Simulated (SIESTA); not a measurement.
Hf under changes of volume

One of the cells (22.380 Å³/atom); the others are scaled copies at fixed shape and fractional positions:

```
CELL_PARAMETERS angstrom
3.19670 0.00000 0.00000
-1.59835 2.76842 0.00000
0.00000 0.00000 5.05780
ATOMIC_POSITIONS crystal
Hf 0.66667 0.33333 0.75000
Hf 0.33333 0.66667 0.25000
```

* Program: SIESTA 5.4.2
* Functional: LDA
* Potentials or basis: PseudoDojo 0.4 standard (LDA files)
* Basis: DZP (energy shift 0.003 Ry; two zetas on semicore shells)
* Grid cutoff: 800 Ry
* Energy shift: 0.003 Ry
* k mesh: 10 × 10 × 5
* Occupations: fermi-dirac, width 0.05 eV
* Spin: no spin polarisation

| volume (Å³/atom) | energy over the lowest point (meV/atom) | pressure (GPa) |
| --- | --- | --- |
| 21.037 | 0.00 | -1.5 |
| 21.485 | 8.02 | -4.0 |
| 21.933 | 22.75 | -6.3 |
| 22.380 | ? | ? |
| 22.828 | 69.92 | -10.3 |
| 23.276 | 101.23 | -12.0 |
| 23.723 | 137.10 | -13.5 |

Problem. What does the run at 22.380 Å³/atom give?

Solution. Energy over the lowest point 43.59 meV/atom; pressure -8.4 GPa.

Worked out: A Birch-Murnaghan fit of order 3 (a polynomial in V^(-2/3)) to the other rows has its minimum at 20.78 Å³/atom, just outside them, with B0 = V·E''(V) = 130 GPa and B' = 3.6 at fixed shape and positions, which overstates the stiffness. It gives 43.54 meV/atom at 22.380 Å³/atom, against the run's 43.59, and -dE/dV = -8.5 GPa, against -8.4.

Energies are extrapolated to zero smearing.

Caveats: short orbitals over semicore shells can move pressures by several GPa; the basis of atomic orbitals isn't converged, which shifts pressures, moduli and gaps.
